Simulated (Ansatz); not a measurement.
**ZrS: tests of the settings**

One table from this session's results is given with a row withheld; the runs are named, their logs left out.

The COD entry's cell or inner coordinates are ideal or old and differ from later refinements, so a difference from it is no clean test against experiment.

Computed with Ansatz 0.2.0 (DFT r2SCAN, scalar-relativistic, plane waves, PAW, unless a step's input says otherwise).

3 further runs of the same task are left out: 3 for a known fault of the program. Runs told in other sessions of the task aren't counted.

### The structure to begin with

It takes space group Fm-3m (No. 225, cubic). Conventional cell: a = 5.250 Å, b = 5.250 Å, c = 5.250 Å, α = 90.00°, β = 90.00°, γ = 90.00°. Zr (site symmetry m-3m) is surrounded by 6 S at 2.62 Å. S (site symmetry m-3m) is surrounded by 6 Zr at 2.62 Å.

Coordinates:

```
Zr S
1.0
     0.00000    2.62500    2.62500
     2.62500    0.00000    2.62500
     2.62500    2.62500    0.00000
Zr S
1 1
Direct
  0.00000 0.00000 0.00000
  0.50000 0.50000 0.50000
```

Source of the structure: the Crystallography Open Database. It is taken as it stands there.

### The base run, which the others are set against

The input, input.yaml:

```yaml
crystal:
  lattice:
    - [0.0, 2.625, 2.625]
    - [2.625, 0.0, 2.625]
    - [2.625, 2.625, 0.0]
  atoms:
    - { symbol: Zr, position: [0.0, 0.0, 0.0] }
    - { symbol: S, position: [0.5, 0.5, 0.5] }
basis:
  ecutwfc: 500
kpoints:
  mp_grid: { grid: [14, 14, 14] }
hamiltonian:
  xc: r2scan
scf:
  occupations: { method: gaussian, width: 0.1 }
output:
  forces: true
  stress: true
  eigenvalues: true
  populations: true
```

It was run beforehand and gave: -2551.9842 eV/atom at zero smearing, pressure -1.98 GPa, largest force 0.000 eV/Å, no gap on the mesh, in 7 SCF cycles and 19 s.

Set-up of the first run:

The input, input.yaml:

```yaml
crystal:
  lattice:
    - [0.0, 2.625, 2.625]
    - [2.625, 0.0, 2.625]
    - [2.625, 2.625, 0.0]
  atoms:
    - { symbol: Zr, position: [0.0, 0.0, 0.0] }
    - { symbol: S, position: [0.5, 0.5, 0.5] }
basis:
  ecutwfc: 500
kpoints:
  mp_grid: { grid: [1, 1, 1] }
hamiltonian:
  xc: r2scan
scf:
  occupations: { method: gaussian, width: 0.1 }
output:
  forces: true
  stress: true
  eigenvalues: true
```

On the command line:

```bash
$ ansatz run input.yaml --threads 1 --pin off --max-ram 2560MiB --backend cpu --events-out ev --progress --plain --runs-dir out
```

Steps of the session up to this table: K-point mesh set to 1×1×1; K-point mesh set to 2×2×2; K-point mesh: 4×4×4; K-point mesh: 6×6×6; K-point mesh: 8×8×8; K-point mesh set to 10×10×10; K-point mesh set to 12×12×12; K-point mesh: 16×16×16; K-point mesh set to 18×18×18; K-point mesh: 20×20×20; K-point mesh: 22×22×22.

One of the session's tables, all rows but one given; the rest of the session is left out.

It belongs to the step «The sweep of the k-point mesh side by side». 

| mesh | ΔE (meV/atom) | pressure (GPa) |
| --- | --- | --- |
| 1×1×1 | ? | ? |
| 2×2×2 | -308 | -3.73 |
| 4×4×4 | -6.87 | -2.41 |
| 6×6×6 | 22.2 | -1.64 |
| 8×8×8 | 0.38 | -2.12 |
| 10×10×10 | -3.57 | -1.98 |
| 12×12×12 | 1.32 | -2.03 |
| 14×14×14 | 0.67 | -1.98 |
| 16×16×16 | -1.75 | -2.04 |
| 18×18×18 | -0.72 | -2.00 |
| 20×20×20 | -1.23 | -2.02 |
| 22×22×22 | 0.00 | -1.99 |

**Question.** Estimate the row for 1×1×1.

As computed: ΔE (meV/atom): 6677; pressure (GPa): 62.60. In the column «ΔE (meV/atom)» it is the highest.

Limits of these values: The last step in the k-point mesh still changes the energy by 1.23 meV/atom: the series is not settled to 1 meV/atom. The error changes sign along the series, since a k mesh isn't variational, and a metal needs dense meshes to resolve its Fermi surface.
